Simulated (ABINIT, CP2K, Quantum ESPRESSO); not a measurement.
# The equilibrium volume of PtSe2, sorted by core time

The structure is trigonal, space group P-3m1 (No. 164). The conventional cell has a = 3.724 Å, b = 3.724 Å, c = 5.062 Å, α = 90.00°, β = 90.00°, γ = 120.00°. Around Pt (site symmetry -3m) lie 6 Se at 2.49 Å. Se (site symmetry 3m) has 3 Pt at 2.49 Å as nearest neighbours.

| rung | level | program and potentials | cutoff (eV) | k mesh | smearing | core time | chip | equilibrium volume (Å³/atom) | notes |
| --- | --- | --- | --- | --- | --- | --- | --- | --- | --- |
| GGA + dispersion | PBE+D3(BJ) | CP2K, POTENTIAL_UZH Pt GTH-PBE-q18, Se GTH-PBE-q6; DZVP-MOLOPT-PBE-GTH basis | - | 6 × 6 × 4 | fermi-dirac 0.05 | 4.3 min | Arm Neoverse V1 | 20.13 | atomic basis; 10 valence electrons an atom on average |
| GGA + dispersion | PBE+D4 | CP2K, POTENTIAL_UZH Pt GTH-PBE-q18, Se GTH-PBE-q6; DZVP-MOLOPT-PBE-GTH basis | - | 6 × 6 × 4 | fermi-dirac 0.05 | 4.4 min | Arm Neoverse V1 | 20.15 | atomic basis; 10 valence electrons an atom on average |
| GGA + dispersion | PBEsol+D3(BJ) | Quantum ESPRESSO, GBRV 1.5 PBEsol | 612 | 8 × 8 × 5 | fermi-dirac 0.05 | 7.4 min | Arm Neoverse V1 | 18.79 | 9.33 valence electrons an atom on average |
| GGA + dispersion | PBEsol+D4 | Quantum ESPRESSO, GBRV 1.5 PBEsol | 612 | 8 × 8 × 5 | fermi-dirac 0.05 | 7.5 min | Arm Neoverse V1 | 18.97 | 9.33 valence electrons an atom on average |
| GGA | PBEsol | ABINIT, JTH PAW PBE v2.0 | 435 | 8 × 8 × 5 | fermi-dirac 0.05 | 8 min | Arm Neoverse V1 | 19.78 | potentials made for PBE; 7.33 valence electrons an atom on average |
| non-local van der Waals functional | PBEsol+rVV10 | Quantum ESPRESSO, GBRV 1.5 PBEsol | 612 | 8 × 8 × 5 | fermi-dirac 0.05 | 8.3 min | Arm Neoverse V1 | 18.72 | 9.33 valence electrons an atom on average |
| GGA + dispersion | PBEsol+D3(zero damping) | Quantum ESPRESSO, GBRV 1.5 PBEsol | 612 | 8 × 8 × 5 | fermi-dirac 0.05 | 20 min | Arm Neoverse V1 | 18.80 | 9.33 valence electrons an atom on average |

Times are single runs on shared hosts, so they are rough; meshes, cutoffs and the tasks' sizes weigh on the time. Task: relaxation of cell and atoms. All rows: no spin polarisation. Smearing widths are in eV. For a metal such meshes aren't converged. Meshes differ between rows, which moves values too. Meshes are those of the run's cell of 3 atoms unless a note names another. Relaxations start from the cell shown or near it and stop with a little pressure left. Runs on faulty files, with rough fits or with known faults for this quantity aren't shown. No row holds spin-orbit coupling.

By rung: GGA + dispersion 18.79 to 18.97; GGA 19.78; non-local van der Waals functional 18.72; GGA + dispersion in atomic bases 20.13 to 20.15 (Å³/atom).
